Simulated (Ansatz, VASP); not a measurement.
## Pb: VASP beside Ansatz

INCAR

```
ALGO = Normal
EDIFF = 1E-7
ENCUT = 520
GGA = PE
ISIF = 2
ISMEAR = -1
LASPH = T
LCHARG = F
LREAL = F
LWAVE = F
NBANDS = 21
NELM = 100
PREC = Accurate
SIGMA = 0.05
```

The input KPOINTS:

```
k-points
0
Gamma
  9 9 5
```

POSCAR

```
Pb
1.0
    2.9975395250     -1.7266640877      0.0000000000
    2.9975395250      1.7266640877      0.0000000000
   -2.0868717998      0.0000000000      6.0128468655
Pb
2
Direct
    0.9085084100      0.9085084100      0.7262922000
    0.0914915900      0.0914915900      0.2737078000
```

Contents of input.yaml:

```yaml
crystal:
  lattice:
    - [2.997539525, -1.7266640877, 0.0]
    - [2.997539525, 1.7266640877, 0.0]
    - [-2.0868717998, 0.0, 6.0128468655]
  atoms:
    - { symbol: Pb, position: [0.90850841, 0.90850841, 0.7262922] }
    - { symbol: Pb, position: [0.09149159, 0.09149159, 0.2737078] }
hamiltonian:
  xc: pbe
  pseudopotentials: { kind: paw }
kpoints:
  mp_grid: { grid: [9, 9, 5] }
scf:
  occupations: { method: fermi_dirac, width: 0.05 }
output:
  forces: true
  stress: true
  eigenvalues: true
```

Change from the starting cell: volume scaled by 0.96.

Alike in both runs: task single point; functional PBE; k mesh 9 × 9 × 5; occupations fermi-dirac, width 0.05 eV; no spin polarisation.

```csv
,VASP,Ansatz
version,VASP 6.6.1,Ansatz 0.2.0
potentials or method,"VASP PAW PBE potentials, release 64 (Pb_d)",Ansatz PAW
plane-wave cutoff (eV),520,420
valence electrons in the cell,28,28
```

Ansatz gave:

```
gap on the k mesh at the Fermi level (eV)       : none
pressure (GPa)                                  : 2.7
largest component of the traceless stress (GPa) : 0.06
rms of the force components (eV/Å)              : 0.018
```

Task: Estimate VASP's values.

Result: gap on the k mesh at the Fermi level (eV): none; pressure (GPa): 2.6; largest component of the traceless stress (GPa): 0.06; rms of the force components (eV/Å): 0.018.

Atom by atom the forces differ by 0.000 eV/Å (rms over components). A gap of «none» marks a metal or a gap that the smearing closes.

The runs have no spin-orbit coupling, so splittings on Pb are missing.
